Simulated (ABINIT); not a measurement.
## HfN in ABINIT: convergence with boxcutmin

Input of the first run (boxcutmin 1.3); the others differ in this setting and in those tied to it:

run.abi

```
# Pseudopotentials
pp_dirpath "./"
pseudos "Hf_ONCV_PBE-1.2.upf, N_ONCV_PBE-1.2.upf"

# Structure
acell 3.4716425656 3.4716425656 3.4716425656 Angstrom
rprim
     0.0000000000     0.7071067812     0.7071067812
     0.7071067812     0.0000000000     0.7071067812
     0.7071067812     0.7071067812     0.0000000000
ntypat 2
znucl 72 7
natom 2
typat 1 2
xcart
     0.0000000000     0.0000000000     0.0000000000
     2.3194706324     2.3194706324     2.3194706324

# Plane-wave basis
ecut 48.0

# k points
kptopt 1
ngkpt 6 6 6
nshiftk 1
shiftk 0.0 0.0 0.0

# Exchange and correlation
ixc -497498
usekden 1

# Bands and occupations
nband 20
occopt 3
tsmear 0.1 eV

# SCF cycle
nstep 100
tolvrs 1.0e-9
boxcutmin 1.3

# Output
iomode 3
prtwf 0
prtden 0
prteig 0
prtebands 0
```

Potentials or basis: SG15 NC PBE v1.2.

Command:

```sh
$ abinit run.abi > log 2>&1
```

The cell comes from a database or a generator and needn't be the stable form of this composition.

Hardware: 1 thread of Intel(R) Xeon(R) Platinum 8375C CPU @ 2.90GHz (Ice Lake), with other jobs on the host.

| boxcutmin | energy less the tightest run, at zero smearing (meV/atom) | pressure (GPa) | SCF cycles | CPU time (s) | peak memory (GiB) |
| --- | --- | --- | --- | --- | --- |
| 1.3 | 1.10 | -8.56 | 11 | 100 | 0.07 |
| 1.5 | -4.70 | -8.35 | 11 | 97 | 0.07 |
| 1.7 | 1.79 | -8.66 | 11 | 110 | 0.08 |
| 1.85 | -0.49 | -8.37 | 11 | 150 | 0.09 |
| 2 | -0.40 | -8.52 | 12 | 240 | 0.1 |
| 2.3 | -0.02 | -8.41 | 12 | 220 | 0.11 |
| 2.7 | 0.00 | -8.59 | 12 | 420 | 0.16 |

Against the tightest run, the energy stays within 1 meV/atom from 1.85 on. Not settled before the last step: the pressure (to 0.1 GPa). The tightest run that finished is the yardstick and may itself not be fully converged.

Caveat, for the tightest run too: the k mesh is coarse (spacing up to 0.37 Å⁻¹), so the values aren't converged; the potentials were made for another functional, which shifts forces and pressure. Spin-orbit coupling is left out, which matters for the levels of Hf.
